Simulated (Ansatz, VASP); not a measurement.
## SiO2: VASP beside Ansatz

The input INCAR:

```
SYSTEM = SiO2
ALGO = Normal
EDIFF = 1E-7
ENCUT = 520
GGA = PS
ISIF = 2
ISMEAR = -1
LASPH = .True.
LCHARG = .False.
LREAL = .False.
LWAVE = .False.
NBANDS = 25
NELM = 100
PREC = Accurate
SIGMA = 0.03
```

File KPOINTS:

```
k-points
0
Gamma
  6 6 9
  0 0 0
```

POSCAR

```
SiO2
1.0
    4.1801000000      0.0000000000      0.0000000000
    0.0000000000      4.1801000000      0.0000000000
    0.0000000000      0.0000000000      2.7211560000
Si O
2 4
Direct
    0.0000000000      0.0000000000      0.0000000000
    0.5000000000      0.5000000000      0.5000000000
    0.3067000000      0.3067000000      0.0000000000
    0.1933000000      0.8067000000      0.5000000000
    0.6933000000      0.6933000000      0.0000000000
    0.8067000000      0.1933000000      0.5000000000
```

Input for Ansatz:

```yaml
crystal:
  lattice:
    - [4.1801, 0.0, 0.0]
    - [0.0, 4.1801, 0.0]
    - [0.0, 0.0, 2.721156]
  atoms:
    - { symbol: Si, position: [0.0, 0.0, 0.0] }
    - { symbol: Si, position: [0.5, 0.5, 0.5] }
    - { symbol: O, position: [0.3067, 0.3067, 0.0] }
    - { symbol: O, position: [0.1933, 0.8067, 0.5] }
    - { symbol: O, position: [0.6933, 0.6933, 0.0] }
    - { symbol: O, position: [0.8067, 0.1933, 0.5] }
kpoints:
  mp_grid: { grid: [6, 6, 9] }
  band_path:
    path:
      - [0.0, 0.0, 0.0]
      - [0.0, 0.5, 0.0]
      - [0.5, 0.5, 0.0]
      - [0.0, 0.0, 0.0]
      - [0.0, 0.0, 0.5]
      - [0.0, 0.5, 0.5]
      - [0.5, 0.5, 0.5]
      - [0.0, 0.0, 0.5]
      - [0.0, 0.5, 0.0]
    npoints: 5
scf:
  occupations: { method: fermi_dirac, width: 0.03 }
hamiltonian:
  xc: pbesol
  pseudopotentials: { kind: all_electron, lapw: { basis_error: 0.001 } }
output:
  forces: true
  stress: true
  eigenvalues: true
```

Change from the starting cell: zz strain of +2 %.

Alike in both runs: task single point; functional PBEsol; k mesh 6 × 6 × 9; occupations fermi-dirac, width 0.03 eV; no spin polarisation.

|  | VASP | Ansatz |
| --- | --- | --- |
| version | VASP 6.6.1 | Ansatz 0.2.0 |
| potentials or method | VASP PAW PBE potentials, release 64 (Si, O) | all-electron LAPW, scalar-relativistic |
| plane-wave cutoff (eV) | 520 | see its input |

VASP gave:

| Property | Result |
| --- | --- |
| gap on the k mesh at the Fermi level (eV) | 5.15 |
| pressure (GPa) | -2.6 |
| largest component of the traceless stress (GPa) | 5.79 |
| rms of the force components (eV/Å) | 0.099 |

**Question.** Which values does Ansatz return?

**Answer.** gap on the k mesh at the Fermi level (eV): 5.16; pressure (GPa): -3.3; largest component of the traceless stress (GPa): 6.30; rms of the force components (eV/Å): 0.084.

Atom by atom the forces differ by 0.015 eV/Å (rms over components). Ansatz ran all-electron here, so the differences hold the error of VASP's frozen core and of both bases.

Caveats: the PAW data sets were made with another functional, which shifts forces and pressure a little (VASP); an odd mesh through Γ misses points on the zone boundary, where band edges often lie.
